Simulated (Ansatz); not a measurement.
## Relaxing Rb

Method: DFT PBE, scalar-relativistic, plane waves, PAW in Ansatz. Cutoff 420 eV, Γ-centred k mesh, Gaussian smearing, no spin polarisation in the final step.

Rb was placed on the diamond structure type (Fd-3m, No. 227), at a guessed volume.

```
Rb
1.0
     0.00000    4.68940    4.68940
     4.68940    0.00000    4.68940
     4.68940    4.68940    0.00000
Rb
2
Direct
  0.50000 0.50000 0.50000
  0.75000 0.75000 0.75000
```

Steps on the 8×8×8 mesh (2 atoms). 6 of 6 steps are shown, and the free energy counts from the last. Trial steps that were taken back and renewals of the plane-wave basis can be among the rows.

| step | ΔF (meV/atom) | V (Å³/atom) | P (GPa) |
| --- | --- | --- | --- |
| 1 | 47.6 | 103.12 | 0.50 |
| 2 | 39.9 | 105.77 | 0.44 |
| 3 | 9.9 | 121.87 | 0.18 |
| 4 | 0.7 | 136.27 | 0.04 |
| 5 | 0.1 | 140.61 | 0.01 |
| 6 | 0.0 | 140.61 | 0.01 |

A final relaxation ran on a 8×8×8 mesh. The relaxed crystal, Fd-3m (No. 227):

```cif
data_structure
_symmetry_space_group_name_H-M 'Fd-3m:1'
_symmetry_Int_Tables_number 227
_cell_length_a 10.3999
_cell_length_b 10.3999
_cell_length_c 10.3999
_cell_angle_alpha 90.000
_cell_angle_beta 90.000
_cell_angle_gamma 90.000
_cell_volume 1124.85
loop_
_atom_site_label
_atom_site_type_symbol
_atom_site_symmetry_multiplicity
_atom_site_Wyckoff_symbol
_atom_site_fract_x
_atom_site_fract_y
_atom_site_fract_z
_atom_site_occupancy
Rb1 Rb 8 b 0.00000 0.00000 0.50000 1
```

```json
{
  "Volume per atom": "140.61 Å³",
  "Density": "1.01 g/cm³",
  "Energy over the standard structure": "0.26 eV/atom",
  "Gap on the 8×8×8 mesh": "0 eV (a metal)"
}
```

Energies count from the standard state of Rb at the same level.

The final run used a 8×8×8 mesh on its 2-atom cell and 0.10 eV smearing. For metals, differences of a few meV/atom aren't resolved.

A structure relaxed within its symmetry needn't be a true minimum.